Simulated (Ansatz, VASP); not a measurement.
**Sb in VASP and in Ansatz**

INCAR

```
PREC = Accurate
ENCUT = 520
EDIFF = 1E-6
ISMEAR = -1
SIGMA = 0.05
LREAL = F
LASPH = T
NELM = 150
ALGO = Normal
ISIF = 2
LWAVE = F
LCHARG = F
LNONCOLLINEAR = T
MAGMOM = 0 0 0 0 0 0
LORBIT = 11
LSORBIT = T
GGA_COMPAT = F
LORBMOM = T
NBANDS = 22
```

The input KPOINTS:

```
regular mesh
0
Gamma
  7 7 4
```

The input POSCAR:

```
Sb
1.0
    3.3545324186      0.0000000000      0.0000000000
   -1.6772662093      2.9051102923      0.0000000000
    0.0000000000      0.0000000000      5.4701606500
Sb
2
Direct
    0.6666666667      0.3333333333      0.7500000000
    0.3333333333      0.6666666667      0.2500000000
```

Contents of input.yaml:

```yaml
crystal:
  lattice:
    - [3.3545324186, 0.0, 0.0]
    - [-1.6772662093, 2.9051102923, 0.0]
    - [0.0, 0.0, 5.47016065]
  atoms:
    - { symbol: Sb, position: [0.6666666667, 0.3333333333, 0.75] }
    - { symbol: Sb, position: [0.3333333333, 0.6666666667, 0.25] }
hamiltonian:
  xc: lda
  pseudopotentials: { kind: paw_fr }
magnetization:
  noncollinear: true
  spin_orbit: true
kpoints:
  mp_grid: { grid: [7, 7, 4] }
  band_path:
    path:
      - [[0.0, 0.0, 0.0], [0.5, 0.0, 0.0], [0.3333333333, 0.3333333333, 0.0], [0.0, 0.0, 0.0], [0.0, 0.0, 0.5], [0.5, 0.0, 0.5], [0.3333333333, 0.3333333333, 0.5], [0.0, 0.0, 0.5]]
      - [[0.5, 0.0, 0.5], [0.5, 0.0, 0.0]]
      - [[0.3333333333, 0.3333333333, 0.0], [0.3333333333, 0.3333333333, 0.5]]
    npoints: 14
scf:
  occupations: { method: fermi_dirac, width: 0.05 }
  n_extra_bands: 6
output:
  forces: true
  stress: true
  eigenvalues: true
  fatbands: false
```

This isn't the form of Sb at room conditions, which is rhombohedral.

Alike in both runs: functional LDA; k mesh 7 × 7 × 4; occupations fermi-dirac, width 0.05 eV; non-collinear spin, spin-orbit coupling.

```csv
,VASP,Ansatz
version,VASP 6.6.1,Ansatz 0.2.0
potentials or method,"VASP PAW LDA potentials, release 64 (Sb)",Ansatz PAW
plane-wave cutoff (eV),520,420
valence electrons in the cell,10,30
task,single point,band structure
```

|  | VASP | Ansatz | Ansatz less VASP |
| --- | --- | --- | --- |
| gap on the k mesh at the Fermi level (eV) | none | none | - |
| pressure (GPa) | -2.2 | -2.2 | -0.07 |
| largest component of the traceless stress (GPa) | 1.09 | 1.14 | +0.049 |
| net moment per atom (μB) | 0.00 | 0.00 | 0.000 |

A gap of «none» marks a metal or a gap that the smearing closes. The two sets of potentials don't hold the same shells in valence.

Caveats: the PAW data sets come from PBE, with cores solved anew for the run's functional, which leaves a small shift of forces and pressure (Ansatz).
